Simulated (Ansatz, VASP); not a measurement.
# Cross-check of B27P27O (start site: O_i (void)) between VASP and Ansatz, part 2 of 2

Aim: how closely do two programs agree when they are given the same cell, functional and k mesh? The cell is taken from a series of runs on this material, whose earlier steps may have relaxed, scaled, displaced or heated it; both programs get it as it stands.

VASP 6.6.1 and Ansatz 0.2.0.

So far. Step 3 (VASP: single point, r2SCAN, pair 1): The run ends at a pressure of 2.60 GPa, with forces up to 0.25 eV/Å.

## 5. VASP: single point, r2SCAN, pair 2

Level of this step: r2SCAN; plane waves and PAW (B, P, O) (VASP).

A single point takes one fixed geometry, so differences don't come from the geometry; what else differs is listed under the comparison.

File INCAR:

```
SYSTEM = B27P27O
PREC = Accurate
ENCUT = 580
EDIFF = 1E-06
NELM = 120
ISMEAR = 0
SIGMA = 0.01
LREAL = Auto
ALGO = Normal
METAGGA = R2SCAN
LASPH = .TRUE.
NBANDS = 152
LORBIT = 11
LWAVE = .FALSE.
LCHARG = .FALSE.
ISIF = 2
ISYM = 0
GGA_COMPAT = .FALSE.
EFERMI = MIDGAP
LMIXTAU = .TRUE.
KPAR = 4
```

File POSCAR:

```
B27P27O
1.0
    0.0000000000      6.8045562257      6.8045562257
    6.8045562257      0.0000000000      6.8045562257
    6.8045562257      6.8045562257      0.0000000000
B P O
27 27 1
Direct
    0.9991257051      0.9993307835      0.9984727429
    0.0013731448      0.9985391289      0.3309168976
    0.9995320424      0.0021064489      0.6622440267
    0.0019981076      0.3316141203      0.9936067353
    0.0139851598      0.3325362779      0.3156570454
    0.9998102199      0.3322715003      0.6610909465
    0.0016512798      0.6677735447      0.9950778392
    0.0017515078      0.6650410160      0.3306711690
    0.0007876698      0.6658545082      0.6639994111
    0.3338655892      0.9983939859      0.9987549307
    0.3347262578      0.9957835920      0.3337802221
    0.3337798123      0.9981001798      0.6665608535
    0.3332773829      0.3317441404      0.9979025448
    0.3350949340      0.3316498700      0.3325363917
    0.3355323547      0.3320533993      0.6629701620
    0.3338585126      0.6652374050      0.9990308585
    0.3349052529      0.6647577931      0.3314304077
    0.3352781597      0.6639526217      0.6648615823
    0.6628918827      0.9814552301      0.0209426408
    0.6671083400      0.9957842825      0.3371165935
    0.6674191128      0.0002086610      0.6672769686
    0.6637780865      0.3319288678      0.0140428321
    0.6701683959      0.3315656986      0.3296854852
    0.6877916761      0.3388960947      0.6269448318
    0.6668333646      0.6660261450      0.9980115389
    0.6697072555      0.6598131186      0.3346417468
    0.6676859510      0.6627194554      0.6674807657
    0.2586740708      0.2459624546      0.2440247889
    0.2497312699      0.2483439602      0.5823812252
    0.2521913430      0.2486172192      0.9130754990
    0.2514317012      0.5810840433      0.2486480111
    0.2507720238      0.5817667464      0.5809644294
    0.2522167290      0.5806092545      0.9143341394
    0.2509581281      0.9139974209      0.2489346304
    0.2492753834      0.9142907582      0.5837286971
    0.2491910188      0.9151234208      0.9162842831
    0.5843838457      0.2465031188      0.2561711481
    0.5852717115      0.2501554627      0.5733274759
    0.5665783076      0.2243261562      0.9784798245
    0.5851050303      0.5805587877      0.2482852879
    0.5851630066      0.5822101526      0.5800099614
    0.5835969955      0.5789747750      0.9184421615
    0.5840926518      0.9037447814      0.2613777218
    0.5841212287      0.9132023337      0.5867036831
    0.5835099401      0.9155667511      0.9188193000
    0.9204963631      0.2488308959      0.2430889389
    0.9343080785      0.2528718620      0.5554339185
    0.9136763946      0.2492835390      0.9138488932
    0.9203928057      0.5815647715      0.2446633737
    0.9174845057      0.5816157995      0.5809153943
    0.9172646696      0.5819697924      0.9139056165
    0.9171453321      0.9148889763      0.2485889210
    0.9171930620      0.9160312831      0.5808678487
    0.9131792492      0.9173429947      0.9159899244
    0.6913016411      0.2414211583      0.7906791954
```

File KPOINTS:

```
Points of the shifted mesh
8
Reciprocal
 0.2500000000  0.2500000000  0.2500000000 1
 0.2500000000  0.2500000000  0.7500000000 1
 0.2500000000  0.7500000000  0.2500000000 1
 0.2500000000  0.7500000000  0.7500000000 1
 0.7500000000  0.2500000000  0.2500000000 1
 0.7500000000  0.2500000000  0.7500000000 1
 0.7500000000  0.7500000000  0.2500000000 1
 0.7500000000  0.7500000000  0.7500000000 1
```

Potentials, in the order of the species: B, P and O (PBE family, release 64).

Command:

```console
mpirun -np 8 vasp_std
```

Numbers of over 12 decimals in the logs are rounded to 6 here.

The program printed:

```text
[banner, memory and clock lines left out]
running    8 mpi-ranks, on    1 nodes
[...]
[... a notice as in an earlier step ...]

 [... a notice as in an earlier step ...]

 LDA part: xc-table for (None), standard interpolation
 POSCAR, INCAR and KPOINTS ok, starting setup
[...]
entering main loop
       N       E                     dE             d eps       ncg     rms          rms(c)
DAV:   1     0.687523069126E+03    0.68752E+03   -0.10919E+05  2432   0.148E+03
DAV:   2    -0.448621212536E+03   -0.11361E+04   -0.10676E+04  2944   0.247E+02
DAV:   3    -0.525888669050E+03   -0.77267E+02   -0.76206E+02  3032   0.600E+01
DAV:   4    -0.527482831396E+03   -0.15942E+01   -0.15834E+01  3048   0.919E+00
[...]
DAV:  17    -0.473225793935E+03   -0.50862E-04   -0.12760E-04  2640   0.435E-02    0.532E-02
DAV:  18    -0.473225767287E+03    0.26648E-04   -0.14615E-05  3032   0.113E-02    0.438E-02
DAV:  19    -0.473225766975E+03    0.31183E-06   -0.29019E-06  2224   0.488E-03
   1 F= -.47322577E+03 E0= -.47322577E+03  d E =0.000000E+00
```

OUTCAR, selected parts (step 5):

```text
  Total        9.7833680      9.9464118      9.9371365      6.9839556     -9.8658998     -9.3360396
  in kB       24.8753703     25.2899285     25.2663451     17.7575333    -25.0852172    -23.7379850
  external PRESSURE =      25.1438813 kB  Pullay stress =       0.0000000 kB

 POSITION                                       TOTAL-FORCE (eV/Angst)
 -----------------------------------------------------------------------------------
     13.59417     13.59277     13.59861         0.017808     -0.032164     -0.107460
      9.04636      2.26109      6.80396        -0.000959     -0.052434     -0.040568
      4.52061     11.30765      6.81571        -0.050091     -0.060610     -0.047537
      9.01754      6.77465      2.27008         0.135936     -0.033855     -0.013561
      4.41067      2.24307      2.35792        -0.071522     -0.028923      0.093192
      6.75939     11.30170      9.06422         0.011685     -0.088549      0.013098
     11.31497      6.78230      4.55514        -0.066065      0.001060     -0.166368
      6.77538      2.26199      4.53723         0.006358     -0.027047     -0.089921
      9.04907      4.52358      4.53620        -0.020655     -0.031705     -0.056976
     13.58971      9.06789      9.06544         0.016051      0.012143     -0.041985
      9.04709      4.54889      9.05353        -0.044292      0.117390     -0.076617
     11.32728      6.80687      9.06285        -0.054316     -0.049474     -0.047957
      9.04766      9.05809      4.52518         0.049139      0.177692      0.035480
      4.51949      4.54293      4.53690        -0.024062      0.068020     -0.029445
[...]
-----------------------------------------------------------------------------------
    total drift:                               -0.017749     -0.002804     -0.000979

  FREE ENERGIE OF THE ION-ELECTRON SYSTEM (eV)
  ---------------------------------------------------
  free  energy   TOTEN  =      -473.2257669753 eV

  energy  without entropy=     -473.2257669753  energy(sigma->0) =     -473.22576698

[... 2 parts as in an earlier step ...]
```

The run ends at a pressure of 2.51 GPa, with forces up to 2.1 eV/Å.

## 6. Ansatz: single point, r2SCAN, pair 2

The same cell, functional and mesh now go to Ansatz.

The cell is taken from a series of runs on this material, whose earlier steps may have relaxed, scaled, displaced or heated it; both programs get it as it stands.

File input.yaml:

```yaml
crystal:
  checkpoint: "../qm2_M2.relax.run"
  host: checkpoint
basis:
  ecutwfc: 500
  xc_grid: 2
hamiltonian:
  xc: r2scan
  pseudopotentials: { kind: paw, azcp: { folder: soft_1 } }
kpoints:
  mp_grid: { grid: [2, 2, 2], shift: [0.5, 0.5, 0.5] }
scf:
  occupations: { method: fixed }
  max_iter: 100
output:
  forces: true
  eigenvalues: true
  charged_corrections: { defect_position: [0.75, 0.083333, 0.75] }
checkpoint:
  read: "../qm2_M2.relax.run"
  write: "../qm2_M2.point_neutral.run"
  compress: false
  write_wavefunctions: false
  write_every: 100000
```

Command:

```console
ansatz run input.yaml --threads 4 --pin off --max-ram 7536MiB --backend cpu --events-out ev --progress --plain --runs-dir out
```

The program printed:

```text
Warning: checkpoint.read: spin treatment differs: saved collinear, current unpolarized; the saved charge density seeds this run and the saved magnetisation is not carried: this deck is unpolarised; the saved density holds an absolute magnetisation of 2.0e0 μB; saved orbitals and DFT+U occupations are not carried; the saved kinetic-energy density and PAW projector densities are carried summed over spin
[...]
max |Σ_I F_I| component: 4.88e-3 eV/Å
--- Band table (eV) ---
  k-point 0: bands = [... 107 lower, 8.1605, 8.4478, 8.9685, 9.0569, 11.0001, 11.1404, 11.2442, 11.3770, ... 13 higher]
  k-point 1: bands = [... 107 lower, 8.2025, 8.4401, 8.6787, 8.8164, 10.8856, 11.4812, 11.9322, 12.0361, ... 13 higher]
  k-point 2: bands = [... 107 lower, 8.0675, 8.4189, 8.6502, 8.7192, 11.1272, 11.5677, 11.9693, 12.0545, ... 13 higher]
  k-point 3: bands = [... 107 lower, 8.1212, 8.3829, 8.5889, 8.6989, 11.1138, 11.5422, 11.9341, 12.0521, ... 13 higher]
[key lines of the parts left out:]
SCF converged after 7 iterations
Free energy (F): -25316.300629 eV
Fermi energy:    9.056949 eV
```

## 7. Side by side

Compared:

| quantity | Ansatz | VASP | difference |
| --- | --- | --- | --- |
| gap on the k mesh (eV) | 1.829 | 1.859 | -0.031 |

Forces on 8 of the 55 atoms, those with the largest forces and the largest differences (eV/Å; atoms numbered as in POSCAR):

| atom | Ansatz x, y, z | VASP x, y, z |
| --- | --- | --- |
| B19 | 0.431, 0.219, -0.052 | 0.439, 0.220, -0.057 |
| B22 | 0.050, 0.141, -0.451 | 0.055, 0.144, -0.460 |
| B24 | 0.004, -0.132, 0.020 | -0.072, -0.259, 0.107 |
| P28 | 0.436, -0.094, -0.422 | 0.440, -0.106, -0.427 |
| P37 | 0.308, 0.320, 0.167 | 0.305, 0.314, 0.178 |
| P39 | -1.204, -1.087, 1.175 | -1.286, -1.100, 1.239 |
| P43 | -0.120, 0.244, -0.275 | -0.132, 0.241, -0.272 |
| O55 | 0.318, 0.218, -0.318 | 0.448, 0.350, -0.440 |

The forces differ by 24 meV/Å r.m.s., which is 11.3 % of the r.m.s. force of 0.209 eV/Å (both taken over all components). A gap on the mesh is an upper bound, since the band edges may lie between its points.

## 8. Outcome

- r.m.s. force difference (single point, r2SCAN, pair 1): 26 meV/Å
- r.m.s. force difference (single point, r2SCAN, pair 2): 11 % of the r.m.s. force

In words: The r.m.s. force difference is 11 % of the r.m.s. force (single point, r2SCAN, pair 2), beyond the 3 % picked in this series as the mark of a large difference. What causes the difference of the single point, r2SCAN, pair 1 pair stays open here. What causes the difference of the single point, r2SCAN, pair 2 pair stays open here. How closely two codes agree says nothing of how well the functional describes the real material.

[Lines on the potential files, build, host, timing and source positions are cut from VASP's logs without a mark.]

[Logs are printed without paths, hosts, clocks, repeated set-up lines and the standing remarks that a program may print on its own settings, such as how far it seeks lower states.]

[Hosts, paths, dates, database ids (printed as entryN), source tags and the programs' standing remarks are cut or masked in the printed files.]
